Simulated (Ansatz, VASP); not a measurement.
One calculation of WC, two programs

POSCAR

```
WC
1.0
    0.0000000000      2.2215384142      2.2215384142
    2.2215384142      0.0000000000      2.2215384142
    2.2215384142      2.2215384142      0.0000000000
W C
1 1
Direct
    0.0000000000      0.0000000000      0.0000000000
    0.5000000000      0.5000000000      0.5000000000
```

The input INCAR.step1:

```
  PREC = Accurate
  ENCUT = 520
  ISMEAR = -1
  SIGMA = 0.05
  LREAL = F
  LASPH = T
  NELM = 80
  NBANDS = 16
  GGA = PE
  ALGO = Normal
  EDIFF = 1E-4
  LWAVE = T
  LCHARG = F
```

INCAR.step2

```
  PREC = Accurate
  ENCUT = 520
  EDIFF = 1E-6
  ISMEAR = -1
  SIGMA = 0.05
  LREAL = F
  LASPH = T
  NELM = 80
  ALGO = Normal
  ISIF = 2
  LWAVE = F
  LCHARG = F
  METAGGA = R2SCAN
  LMIXTAU = T
  NBANDS = 16
  ISTART = 1
```

KPOINTS

```
regular mesh
0
Gamma
  10 10 10
```

input.yaml

```yaml
crystal:
  lattice:
    - [0.0, 2.2215384142, 2.2215384142]
    - [2.2215384142, 0.0, 2.2215384142]
    - [2.2215384142, 2.2215384142, 0.0]
  atoms:
    - { symbol: W, position: [0.0, 0.0, 0.0] }
    - { symbol: C, position: [0.5, 0.5, 0.5] }
hamiltonian:
  xc: r2scan
  pseudopotentials: { kind: paw }
kpoints:
  mp_grid: { grid: [10, 10, 10] }
scf:
  occupations: { method: fermi_dirac, width: 0.05 }
output:
  forces: true
  stress: true
  eigenvalues: true
```

Measurements of this composition are mostly on another form, of space group No. 187.

Alike in both runs: task single point; functional r2SCAN; k mesh 10 × 10 × 10; occupations fermi-dirac, width 0.05 eV; no spin polarisation.

|  | VASP | Ansatz |
| --- | --- | --- |
| version | VASP 6.6.1 | Ansatz 0.2.0 |
| potentials or method | VASP PAW PBE potentials, release 64 (W_sv, C) | Ansatz PAW |
| plane-wave cutoff (eV) | 520 | 500 |
| valence electrons in the cell | 18 | 18 |

VASP gave:

- gap on the k mesh at the Fermi level (eV): none
- pressure (GPa): -16.9

Question: Estimate Ansatz's values.

Answer: gap on the k mesh at the Fermi level (eV): none; pressure (GPa): -18.3.

A gap of «none» marks a metal or a gap that the smearing closes. With one functional, cell and mesh, what is left measures potentials, basis and numerics.

Caveats: so large a pressure means that the cell lies far from this level's equilibrium, or that cutoff or potentials fall short (VASP); the potentials were made for another functional, which shifts forces and pressure (VASP); the PAW data sets come from PBE, with cores solved anew for the run's functional, which leaves a small shift of forces and pressure (Ansatz). Spin-orbit coupling is left out, which matters for the levels of W.
